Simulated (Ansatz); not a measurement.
Theory: DFT PBE, scalar-relativistic, plane waves, PAW (Ansatz).

Levels along Γ–X–M–Γ–Z–R–A–Z | X–R | M–A, in eV from a zero inside the gap, sorted by energy at each point. Points in fractions of the primitive reciprocal vectors: Γ (0.000 0.000 0.000), X (0.000 0.500 0.000), M (0.500 0.500 0.000), Z (0.000 0.000 0.500), R (0.000 0.500 0.500), A (0.500 0.500 0.500).
| point | k (1/Å, with 2π) | band 35 | band 36 | band 37 | band 38 | band 39 | band 40 | band 41 |
| --- | --- | --- | --- | --- | --- | --- | --- | --- |
| Γ | 0.000 | -2.61 | -2.36 | -2.36 | -1.95 | 1.95 | 2.14 | 3.19 |
| - | 0.322 | -3.20 | -2.87 | -2.65 | -2.15 | 2.30 | 2.38 | 3.54 |
| X | 0.644 | -3.32 | -3.32 | -2.56 | -2.56 | 2.59 | 2.59 | 4.12 |
| - | 0.966 | -3.16 | -3.16 | -2.83 | -2.83 | 2.44 | 2.44 | 3.85 |
| M | 1.287 | -3.02 | -3.02 | -2.72 | -2.72 | 2.19 | 2.19 | 3.60 |
| - | 1.743 | -3.42 | -2.91 | -2.75 | -2.30 | 2.17 | 2.61 | 3.57 |
| Γ | 2.198 | -2.61 | -2.36 | -2.36 | -1.95 | 1.95 | 2.14 | 3.19 |
| - | 2.683 | -3.24 | -3.03 | -3.03 | -2.39 | 2.87 | 2.93 | 3.44 |
| Z | 3.168 | -3.91 | -3.91 | -2.91 | -2.91 | 3.52 | 3.52 | 3.98 |
| - | 3.490 | -3.35 | -3.35 | -3.15 | -3.15 | 2.76 | 2.76 | 4.13 |
| R | 3.812 | -3.65 | -3.65 | -2.79 | -2.79 | 2.19 | 2.19 | 4.25 |
| - | 4.134 | -3.13 | -3.13 | -2.64 | -2.64 | 2.53 | 2.53 | 4.15 |
| A | 4.456 | -2.96 | -2.96 | -2.43 | -2.43 | 3.09 | 3.09 | 3.77 |
| - | 4.911 | -3.45 | -3.23 | -2.96 | -2.87 | 2.41 | 3.25 | 3.56 |
| Z | 5.366 | -3.91 | -3.91 | -2.91 | -2.91 | 3.52 | 3.52 | 3.98 |
| X | 5.366 | -3.32 | -3.32 | -2.56 | -2.56 | 2.59 | 2.59 | 4.12 |
| - | 5.851 | -3.54 | -3.54 | -2.61 | -2.61 | 3.06 | 3.06 | 3.66 |
| R | 6.336 | -3.65 | -3.65 | -2.79 | -2.79 | 2.19 | 2.19 | 4.25 |
| M | 6.336 | -3.02 | -3.02 | -2.72 | -2.72 | 2.19 | 2.19 | 3.60 |
| - | 6.821 | -3.33 | -3.33 | -2.94 | -2.94 | 3.26 | 3.26 | 3.56 |
| A | 7.307 | -2.96 | -2.96 | -2.43 | -2.43 | 3.09 | 3.09 | 3.77 |

The cell has space group P4_2/mnm, 6 atoms and 76 electrons in the valence of the PAW potentials, and holds 2 elements, among them Hf; it is relaxed at this level.

Cutoff 420 eV, k mesh 6×6×8. No spin polarisation.

Q: Which material gives these bands?

A: HfO2, conventional cell a = 4.880 Å, b = 4.880 Å, c = 3.238 Å, α = 90.00°, β = 90.00°, γ = 90.00°. Other compounds weren't ruled out.

Spin-orbit coupling is left out, which matters for the bands of heavy elements.

It was relaxed from a Materials Project cell.
